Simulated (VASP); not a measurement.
# Al (Fm-3m) in VASP: notebook, part 2 of 2

VASP 6.6.1. Earlier steps stand in the parts before.

## 5. Single point, PBE (a relaxed cell with its volume scaled by 1.09)

INCAR reads:

```
SYSTEM = Al
ALGO = Normal
EDIFF = 1E-7
ENCUT = 520
GGA = PE
ISIF = 2
ISMEAR = 0
LASPH = .TRUE.
LCHARG = .FALSE.
LREAL = .FALSE.
LWAVE = .FALSE.
NELM = 60
PREC = Accurate
SIGMA = 0.1
```

KPOINTS reads:

```
k-points
0
G
  6 6 6
  0 0 0
```

POSCAR reads:

```
Al                                      
1.0
    0.0000000000      2.0834539049      2.0834539049
    2.0834539049      0.0000000000      2.0834539049
    2.0834539049      2.0834539049      0.0000000000
  Al            
     1
Direct
     0.0000000000000000    0.0000000000000000    0.0000000000000000
```

Potentials or basis: VASP PAW PBE potentials, release 64 (Al).

On the command line:

```bash
$ cat potpaw_PBE.64/Al/POTCAR > POTCAR
$ mpirun -np 1 vasp_std > vasp.out
```

OUTCAR:

```text
SYSTEM = Al
   EDIFF = 1E-7
   ENCUT = 520
   GGA = PE
   ISIF = 2
   ISMEAR = 0
   LASPH = .TRUE.
   LREAL = .FALSE.
   NELM = 60
   PREC = Accurate

 ion  position               nearest neighbor table
   1  0.000  0.000  0.000-

  LATTYP: Found a face centered cubic cell.
 ALAT       =     4.1669078098

  Lattice vectors:

 A1 = (   0.0000000000,   2.0834539049,   2.0834539049)
 A2 = (   2.0834539049,   0.0000000000,   2.0834539049)
 A3 = (   2.0834539049,   2.0834539049,   0.0000000000)

Analysis of symmetry for initial positions (statically):
=====================================================================
 Subroutine PRICEL returns:
 Original cell was already a primitive cell.

 Routine SETGRP: Setting up the symmetry group for a
 face centered cubic supercell.

 Subroutine GETGRP returns: Found 48 space group operations
 (whereof 48 operations were pure point group operations)
 out of a pool of 48 trial point group operations.

The static configuration has the point symmetry O_h .

Analysis of symmetry for dynamics (positions and initial velocities):
=====================================================================
 Subroutine PRICEL returns:
 Original cell was already a primitive cell.

 Routine SETGRP: Setting up the symmetry group for a
 face centered cubic supercell.

 Subroutine GETGRP returns: Found 48 space group operations
 (whereof 48 operations were pure point group operations)
 out of a pool of 48 trial point group operations.

The dynamic configuration has the point symmetry O_h .

 Subroutine INISYM returns: Found 48 space group operations
 (whereof 48 operations are pure point group operations),
 and found     1 'primitive' translations

----------------------------------------------------------------------------------------

                                     Primitive cell

  volume of cell :      18.0876

  direct lattice vectors                    reciprocal lattice vectors
     0.000000000  2.083453905  2.083453905    -0.239986111  0.239986111  0.239986111
     2.083453905  0.000000000  2.083453905     0.239986111 -0.239986111  0.239986111
     2.083453905  2.083453905  0.000000000     0.239986111  0.239986111 -0.239986111

  length of vectors
     2.946448769  2.946448769  2.946448769     0.415668137  0.415668137  0.415668137

  position of ions in fractional coordinates (direct lattice)
     0.000000000  0.000000000  0.000000000

  ion indices of the primitive-cell ions
   primitive index   ion index
                 1           1

----------------------------------------------------------------------------------------

 KPOINTS: k-points

Automatic generation of k-mesh.
 Grid dimensions read from file:
 generate k-points for:    6    6    6

 Generating k-lattice:

  Cartesian coordinates                     Fractional coordinates (reciprocal lattice)
    -0.039997685  0.039997685  0.039997685     0.166666667  0.000000000  0.000000000
     0.039997685 -0.039997685  0.039997685     0.000000000  0.166666667  0.000000000
     0.039997685  0.039997685 -0.039997685     0.000000000  0.000000000  0.166666667

  Length of vectors
     0.069278023  0.069278023  0.069278023

  Shift w.r.t. Gamma in fractional coordinates (k-lattice)
     0.000000000  0.000000000  0.000000000

 Subroutine IBZKPT returns following result:
 ===========================================

 Found     16 irreducible k-points:

 Following reciprocal coordinates:
            Coordinates               Weight
  0.000000  0.000000  0.000000      1.000000
  0.166667  0.000000  0.000000      8.000000
  0.333333  0.000000  0.000000      8.000000
  0.500000  0.000000  0.000000      4.000000
  0.166667  0.166667  0.000000      6.000000
  0.333333  0.166667  0.000000     24.000000
[... 8 lines left out ...]
 -0.333333  0.333333  0.166667     24.000000
 -0.333333  0.500000  0.166667     12.000000
   k-points           NKPTS =     16   k-points in BZ     NKDIM =     16   number of bands    NBANDS=      5
   number of dos      NEDOS =    301   number of ions     NIONS =      1
   total plane-waves  NPLWV =  13824
   dimension x,y,z NGX =    24 NGY =   24 NGZ =   24
   dimension x,y,z NGXF=    48 NGYF=   48 NGZF=   48
   ions per type =               1
   NGX,Y,Z   is equivalent  to a cutoff of  13.54, 13.54, 13.54 a.u.
   NGXF,Y,Z  is equivalent  to a cutoff of  27.08, 27.08, 27.08 a.u.
 SYSTEM =  Al
   PREC   = accura    normal or accurate (medium, high low for compatibility)
   ISTART =      0    job   : 0-new  1-cont  2-samecut
   ICHARG =      2    charge: 1-file 2-atom 10-const
   ISPIN  =      1    spin polarized calculation?
   LNONCOLLINEAR =      F non collinear calculations
   LSORBIT =      F    spin-orbit coupling
   LASPH  =      T    aspherical Exc in radial PAW
   ENCUT  =  520.0 eV  38.22 Ry    6.18 a.u.   5.48  5.48  5.48*2*pi/ulx,y,z
   NELM   =     60;   NELMIN=  2; NELMDL= -5     # of ELM steps
   EDIFF  = 0.1E-06   stopping-criterion for ELM
   LREAL  =      F    real-space projection
   EDIFFG = 0.1E-05   stopping-criterion for IOM
   NSW    =      0    number of steps for IOM
   IBRION =     -1    ionic relax: 0-MD 1-quasi-New 2-CG
   NFREE  =      0    steps in history (QN), initial steepest desc. (CG)
   ISIF   =      2    stress and relaxation
   ISYM   =      2    0-nonsym 1-usesym 2-fastsym
   POTIM  = 0.5000    time-step for ionic-motion
   TEBEG  =    0.0;   TEEND  =   0.0 temperature during run
   PSTRESS=    0.0 pullay stress
   NELECT =       3.0000    total number of electrons
   NUPDOWN=      -1.0000    fix difference up-down
   EMIN   =  10.00;   EMAX   =-10.00  energy-range for DOS
   EFERMI =   0.00;   METHOD = LEGACY
   ISMEAR =     0;   SIGMA  =   0.10  broadening in eV -4-tet -1-fermi 0-gaus
   EFERMI_NEDOS =   21; number of points for ismear=-14 and -15
   IALGO  =     38    algorithm
   IMIX   =      4    mixing-type and parameters
     AMIX     =   0.40;   BMIX     =  1.00
     AMIX_MAG =   1.60;   BMIX_MAG =  1.00
  volume/ion in A,a.u.               =      18.09       122.06
  Fermi-wavevector in a.u.,A,eV,Ry     =   0.899473  1.699757 11.007811  0.809051
  Thomas-Fermi vector in A             =   2.022311
   LORBIT       =      0    0 simple, 1 ext, 2 COOP (PROOUT), +10 PAW based schemes
   GGA     = PE    functional components
   LHFCALC =     F    Hartree Fock is set to
   AEXX    =    0.0000 exact exchange contribution
   IVDW    =     0    specifies the selected vdW correction
   LEPSILON=     F    determine dielectric tensor
   LRPA    =     F    only Hartree local field effects (RPA)
 non-spin polarized calculation
 Gauss-broadening in eV      SIGMA  =   0.10
  energy-cutoff  :      520.00
  volume of cell :       18.09
 maximum number of plane-waves:       531
 NGX is ok and might be reduce to    24
   NGX = 11   NGY = 11   NGZ = 11

 number of electron       3.0000000 magnetization

 Free energy of the ion-electron system (eV)
  ---------------------------------------------------
  ext. energy  EPLUGINS =         0.00000000
  ---------------------------------------------------
  free energy    TOTEN  =        -3.78491893 eV

  energy without entropy =       -3.78184536  energy(sigma->0) =       -3.78338215

 E-fermi :   7.3040     XC(G=0):  -9.8690

 val. band max:        6.4105068742   @ k =  -0.3333   0.1667   0.0000
 cond. band min:       7.3189093777   @ k =  -0.3333   0.3333   0.0000
 fundamental gap:      0.9084025035
 Fermi energy:         7.3039764220

 k-point     1 :       0.0000    0.0000    0.0000
  band No.  band energies     occupation
      1      -3.4411      2.00000
      2      19.1959      0.00000
      3      19.1959      0.00000
      4      19.1959      0.00000
      5      20.0225      0.00000

 k-point     2 :       0.1667    0.0000    0.0000
  band No.  band energies     occupation
      1      -2.7322      2.00000
      2      13.3640      0.00000
      3      17.7620      0.00000
      4      17.7620      0.00000
      5      20.7737      0.00000
[... 105 lines left out ...]
 k-point    16 :      -0.3333    0.5000    0.1667
  band No.  band energies     occupation
      1       5.2476      2.00000
      2       6.3970      2.00000
      3       7.8816      0.00000
      4       9.1011      0.00000
      5      18.4218      0.00000

------------------------ aborting loop because EDIFF is reached ----------------------------------------

  FORCE on cell =-STRESS in cart. coord.  units (eV):
  Direction    XX          YY          ZZ          XY          YZ          ZX
  --------------------------------------------------------------------------------------
  -------------------------------------------------------------------------------------
  Total       -0.6228514     -0.6228514     -0.6228514     -0.0000000     -0.0000000     -0.0000000
  in kB      -55.1713184    -55.1713184    -55.1713184     -0.0000000     -0.0000000     -0.0000000
  external PRESSURE =     -55.1713184 kB  Pullay stress =       0.0000000 kB

 VOLUME and BASIS-vectors are now :
 -----------------------------------------------------------------------------
  energy-cutoff  :      520.00
  volume of cell :       18.09
      direct lattice vectors                 reciprocal lattice vectors
     0.000000000  2.083453905  2.083453905    -0.239986111  0.239986111  0.239986111
     2.083453905  0.000000000  2.083453905     0.239986111 -0.239986111  0.239986111
     2.083453905  2.083453905  0.000000000     0.239986111  0.239986111 -0.239986111

 POSITION                                       TOTAL-FORCE (eV/Angst)
 -----------------------------------------------------------------------------------
      0.00000      0.00000      0.00000         0.000000      0.000000     -0.000000
 -----------------------------------------------------------------------------------
    total drift:                               -0.000000      0.000000      0.000000

  FREE ENERGIE OF THE ION-ELECTRON SYSTEM (eV)
  ---------------------------------------------------
  free  energy   TOTEN  =        -3.7849189324 eV

  energy  without entropy=       -3.7818453604  energy(sigma->0) =       -3.78338215
```

stdout:

```text
POSCAR found type information on POSCAR Al
 POSCAR found :  1 types and       1 ions
 scaLAPACK will be used
 LDA part: xc-table for (Slater+PW92), standard interpolation
 POSCAR, INCAR and KPOINTS ok, starting setup
 FFT: planning ... GRIDC
 FFT: planning ... GRID_SOFT
 FFT: planning ... GRID
 WAVECAR not read
 entering main loop
```

Run time: 1.4 s. Hardware: 1 thread of Intel Xeon Platinum 8488C (Sapphire Rapids), shared host; peak memory 0.12 GiB.

Results:

```
Free energy            : -3.7849 eV
Pressure               : -5.5 GPa
Band gap on the k mesh : none (metal or under the smearing width)
```

Levels at points of the mesh, in eV from the Fermi level:
```csv
k point,band 1,band 2,band 3,band 4
"(0.00, 0.00, 0.00)",-10.75,11.89,11.89,11.89
"(0.50, 0.00, 0.00)",-4.49,-4.46,10.24,10.24
"(0.50, 0.50, 0.00)",-2.93,-1.83,4.95,4.95
```

Caveat: the k mesh is coarse (spacing up to 0.44 Å⁻¹), so the values aren't converged.

## 6. Overview

```csv
cell,gap on the mesh (eV),pressure (GPa)
a relaxed cell with its volume scaled by 0.94,none,5.4
a relaxed cell with its volume scaled by 1.06,none,-4.0
a relaxed cell with its volume scaled by 0.91,none,8.9
a relaxed cell with its volume scaled by 1.09,none,-5.5
```

Alike in all rows: task single point; level PBE; potentials or basis VASP PAW PBE potentials, release 64 (Al); no spin polarisation; k mesh 6 × 6 × 6; cutoff (eV) 520; smearing gaussian 0.1 eV; the mesh is coarse, so values aren't converged.

Caveats: all runs use coarse meshes.

Absolute energies hang on the potentials; compare differences alone.
